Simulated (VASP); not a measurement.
# BN (F-43m) in VASP: phonons with r2SCAN

Aim: the phonons of BN with r2SCAN.

All numbers are computed with VASP 6.6.1; they aren't measurements. Logs are shortened: lines on timing, memory, paths and dates and some standing lists are left out, and cuts for length are marked.

## 1. The crystal as given

The structure is cubic, space group F-43m (No. 216). Conventional cell: a = 3.615 Å, b = 3.615 Å, c = 3.615 Å, α = 90.00°, β = 90.00°, γ = 90.00°. Around B (site symmetry -43m) lie 4 N at 1.57 Å. Around N (site symmetry -43m) lie 4 B at 1.57 Å.

## 2. Phonons, r2SCAN

File POSCAR:

```
BN
1.0
    0.0000000000      1.8075000000      1.8075000000
    1.8075000000      0.0000000000      1.8075000000
    1.8075000000      1.8075000000      0.0000000000
B N
1 1
Direct
    0.0000000000      0.0000000000      0.0000000000
    0.2500000000      0.2500000000      0.2500000000
```

File INCAR.step1:

```
PREC = Accurate
ENCUT = 600
EDIFF = 1E-8
ISMEAR = 0
SIGMA = 0.02
LREAL = F
LASPH = T
NELM = 60
ALGO = Normal
ISIF = 3
LWAVE = F
LCHARG = F
METAGGA = R2SCAN
LMIXTAU = T
IBRION = 2
NSW = 40
EDIFFG = -0.002
```

File INCAR.step2:

```
PREC = Accurate
ENCUT = 600
EDIFF = 1E-8
ISMEAR = 0
SIGMA = 0.02
LREAL = F
LASPH = T
NELM = 60
ALGO = Normal
ISIF = 2
LWAVE = F
LCHARG = F
METAGGA = R2SCAN
LMIXTAU = T
IBRION = 6
NFREE = 2
POTIM = 0.015
NSW = 1
```

File KPOINTS:

```
regular mesh
0
Gamma
  12 12 12
```

Potentials or basis: VASP PAW PBE potentials, release 64 (B, N).

Command:

```bash
> cat potpaw_PBE.64/B/POTCAR potpaw_PBE.64/N/POTCAR > POTCAR
> cp INCAR.step1 INCAR
> mpirun -np 1 vasp_std > vasp.out
> cp CONTCAR POSCAR
> cp INCAR.step2 INCAR
> mpirun -np 1 vasp_std > vasp.out
```

OUTCAR:

```text
PREC = Accurate
   ENCUT = 600
   EDIFF = 1E-8
   ISMEAR = 0
   LREAL = F
   LASPH = T
   NELM = 60
   ISIF = 2
   METAGGA = R2SCAN
   IBRION = 6
   NFREE = 2
   POTIM = 0.015
   NSW = 1

 ion  position               nearest neighbor table
   1  0.000  0.000  0.000-   2 1.56   2 1.56   2 1.56   2 1.56
   2  0.250  0.250  0.250-   1 1.56   1 1.56   1 1.56   1 1.56

  LATTYP: Found a face centered cubic cell.
 ALAT       =     3.6133043947

  Lattice vectors:

 A1 = (   0.0000000000,   1.8066521974,   1.8066521974)
 A2 = (   1.8066521974,   0.0000000000,   1.8066521974)
 A3 = (   1.8066521974,   1.8066521974,   0.0000000000)

Analysis of symmetry for initial positions (statically):
=====================================================================
 Subroutine PRICEL returns:
 Original cell was already a primitive cell.

 Routine SETGRP: Setting up the symmetry group for a
 face centered cubic supercell.

 Subroutine GETGRP returns: Found 24 space group operations
 (whereof 24 operations were pure point group operations)
 out of a pool of 48 trial point group operations.

The static configuration has the point symmetry T_d .

Analysis of symmetry for dynamics (positions and initial velocities):
=====================================================================
 Subroutine PRICEL returns:
 Original cell was already a primitive cell.

 Routine SETGRP: Setting up the symmetry group for a
 face centered cubic supercell.

 Subroutine GETGRP returns: Found 24 space group operations
 (whereof 24 operations were pure point group operations)
 out of a pool of 48 trial point group operations.

The dynamic configuration has the point symmetry T_d .

 Subroutine INISYM returns: Found 24 space group operations
 (whereof 24 operations are pure point group operations),
 and found     1 'primitive' translations

----------------------------------------------------------------------------------------

                                     Primitive cell

  volume of cell :      11.7938

  direct lattice vectors                    reciprocal lattice vectors
     0.000000000  1.806652197  1.806652197    -0.276754984  0.276754984  0.276754984
     1.806652197  0.000000000  1.806652197     0.276754984 -0.276754984  0.276754984
[... 278 lines left out ...]

 number of electron       7.9999999 magnetization

 Free energy of the ion-electron system (eV)
  ---------------------------------------------------
  ext. energy  EPLUGINS =         0.00000000
  ---------------------------------------------------
  free energy    TOTEN  =       -19.17190102 eV

  energy without entropy =      -19.17190102  energy(sigma->0) =      -19.17190102

 E-fermi :   7.5124     XC(G=0): -13.6536

 val. band max:        7.3959444117   @ k =   0.0000   0.0000   0.0000
 cond. band min:      12.2345834164   @ k =   0.5000   0.5000   0.0000
 fundamental gap:      4.8386390047
 Fermi energy:         7.5124274273

 k-point     1 :       0.0000    0.0000    0.0000
  band No.  band energies     occupation
      1     -14.0486      2.00000
      2       7.1167      2.00000
      3       7.2610      2.00000
      4       7.3959      2.00000
      5      16.6908      0.00000
      6      16.7882      0.00000
      7      16.9018      0.00000
      8      18.3475      0.00000
[... 243 lines left out ...]
 k-point    24 :      -0.4167    0.1667    0.0000
  band No.  band energies     occupation
      1      -9.3712      2.00000
      2      -3.1500      2.00000
      3       3.0019      2.00000
      4       4.5773      2.00000
      5      17.2548      0.00000
      6      20.2625      0.00000
      7      20.4846      0.00000
      8      24.1455      0.00000

 [... further k-points ...]

------------------------ aborting loop because EDIFF is reached ----------------------------------------

  FORCE on cell =-STRESS in cart. coord.  units (eV):
  Direction    XX          YY          ZZ          XY          YZ          ZX
  --------------------------------------------------------------------------------------
  -------------------------------------------------------------------------------------
  Total        0.0043599      0.0064173      0.0064173      0.0000000      0.0129392      0.0000000
  in kB        0.5922868      0.8717802      0.8717802      0.0000000      1.7577813      0.0000000
  external PRESSURE =       0.7786158 kB  Pullay stress =       0.0000000 kB
[... 17 lines left out ...]
  FREE ENERGIE OF THE ION-ELECTRON SYSTEM (eV)
  ---------------------------------------------------
  free  energy   TOTEN  =       -19.1719010239 eV

  energy  without entropy=      -19.1719010239  energy(sigma->0) =      -19.17190102

 INTERNAL STRAIN TENSORS FROM DISPLACED ATOMS
 ============================================

 INTERNAL STRAIN TENSOR FOR ION    1 for displacements in x,y,z  (eV/Angst):
          X           Y           Z          XY          YZ          ZX
  --------------------------------------------------------------------------------
  x     0.00000     0.00000     0.00000     0.00000     0.86271     0.00000
  y     0.00000     0.00000     0.00000     0.00000     0.00000     0.86271
  z     0.00000     0.00000     0.00000     0.86271     0.00000     0.00000

 INTERNAL STRAIN TENSOR FOR ION    2 for displacements in x,y,z  (eV/Angst):
          X           Y           Z          XY          YZ          ZX
  --------------------------------------------------------------------------------
  x     0.00000     0.00000     0.00000     0.00000    -0.86296     0.00000
  y     0.00000     0.00000     0.00000     0.00000     0.00000    -0.86296
  z     0.00000     0.00000     0.00000    -0.86296     0.00000     0.00000

 Eigenvectors and eigenvalues of the dynamical matrix
 ----------------------------------------------------

   1 f  =   31.208326 THz   196.087695 2PiTHz 1040.997700 cm-1   129.067207 meV
             X         Y         Z           dx          dy          dz
      0.000000  0.000000  0.000000     0.000000    0.751210    0.000000
      0.903326  0.903326  0.903326     0.000000   -0.660064    0.000000
[... 21 lines left out ...]
   6 f/i=    0.001019 THz     0.006405 2PiTHz    0.034004 cm-1     0.004216 meV
             X         Y         Z           dx          dy          dz
      0.000000  0.000000  0.000000     0.000000    0.000000   -0.660064
      0.903326  0.903326  0.903326     0.000000    0.000000   -0.751210

 ELASTIC MODULI CONTR FROM IONIC RELAXATION (kBar)
 Direction    XX          YY          ZZ          XY          YZ          ZX
 --------------------------------------------------------------------------------
 XX          -0.0000     -0.0000     -0.0000     -0.0000     -0.0000     -0.0000
 YY          -0.0000     -0.0000     -0.0000     -0.0000     -0.0000     -0.0000
 ZZ          -0.0000     -0.0000     -0.0000     -0.0000     -0.0000     -0.0000
 XY          -0.0000     -0.0000     -0.0000     -4.1602     -0.0000      0.0000
 YZ          -0.0000     -0.0000     -0.0000     -0.0000     -4.1602     -0.0000
 ZX          -0.0000     -0.0000     -0.0000      0.0000     -0.0000     -4.1602
 --------------------------------------------------------------------------------
```

It took 4.2 min on 1 thread of Intel Xeon 6975P-C (Granite Rapids), shared host; peak memory 0.17 GiB.

What came out:

```yaml
Relaxed_volume: 5.90 Å³/atom
Relaxed_cell: a = 2.555 Å, b = 2.555 Å, c = 2.555 Å, α = 60.00°, β = 60.00°, γ = 60.00°
Space_group_after_relaxing_to_0.05_Å: F-43m (No. 216)
Highest_phonon_frequency_at_Γ_LO-TO_splitting_left_out: 1041 cm⁻¹
```

Final structure:
```
B N
1.0
     0.00000    1.80665    1.80665
     1.80665    0.00000    1.80665
     1.80665    1.80665    0.00000
B N
1 1
Direct
  0.00000 0.00000 0.00000
  0.25000 0.25000 0.25000
```

Phonon frequencies in cm⁻¹ (negative: imaginary):
```tsv
q point	frequencies
(0.000, 0.000, 0.000)	0 0 0 1041 1041 1041
```

Caveat: the PAW data sets were made with another functional, which shifts forces and pressure a little.
